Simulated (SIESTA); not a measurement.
## TiO2 (Anatase) under changes of volume

One of the cells (11.354 Å³/atom); the others are scaled copies at fixed shape and fractional positions:

```xyz
6
Lattice="-1.8921 1.8921 4.7573 1.8921 -1.8921 4.7573 1.8921 1.8921 -4.7573" Properties=species:S:1:pos:R:3 pbc="T T T"
Ti    0.0000    1.8921    2.3786
Ti    0.0000    0.0000    0.0000
O     0.0000    0.0000    7.5346
O     0.0000    1.8921    0.3987
O     0.0000    1.8921    4.3586
O     0.0000    0.0000    1.9800
```

- Program: SIESTA 5.4.2
- Functional: vdW-DF
- Potentials or basis: PseudoDojo 0.4 standard (PBE files)
- Basis: DZP (energy shift 0.002 Ry)
- Grid cutoff: 800 Ry
- Energy shift: 0.002 Ry
- k mesh: 7 × 7 × 7
- Occupations: fermi-dirac, width 0.05 eV
- Spin: no spin polarisation

```csv
volume (Å³/atom),energy over the lowest point (meV/atom),pressure (GPa),gap on the mesh (eV),largest force (eV/Å)
10.673,122.80,30.9,2.11,0.796
10.900,83.56,24.6,2.06,0.637
11.127,52.83,18.9,2.02,0.488
11.354,29.82,13.7,1.97,0.350
11.581,13.70,9.0,1.93,0.220
11.808,?,?,?,?
12.035,0.00,0.9,1.85,0.013
```

Task: What does the run at 11.808 Å³/atom give?

Result: Energy over the lowest point 3.98 meV/atom; pressure 4.8 GPa; gap on the mesh 1.89 eV; largest force 0.100 eV/Å.

Worked out: A Birch-Murnaghan fit of order 3 (a polynomial in V^(-2/3)) to the other rows has its minimum at 12.09 Å³/atom, just outside them, with B0 = V·E''(V) = 192 GPa and B' = 4.1 at fixed shape and positions, which overstates the stiffness. It gives 3.98 meV/atom at 11.808 Å³/atom, against the run's 3.98, and -dE/dV = 4.8 GPa, against 4.8. A straight line through the other rows of the gap, of slope -2.16 eV per unit of ln V, gives 1.89 eV, against the run's 1.89.

Energies are extrapolated to zero smearing.

Caveats: semicore shells carry a single zeta, which can move pressures by several GPa and volumes by a few percent; the potentials were made for another functional, which shifts forces and pressure; an odd mesh through Γ misses points on the zone boundary, where band edges often lie; the basis of atomic orbitals isn't converged, which shifts pressures, moduli and gaps.
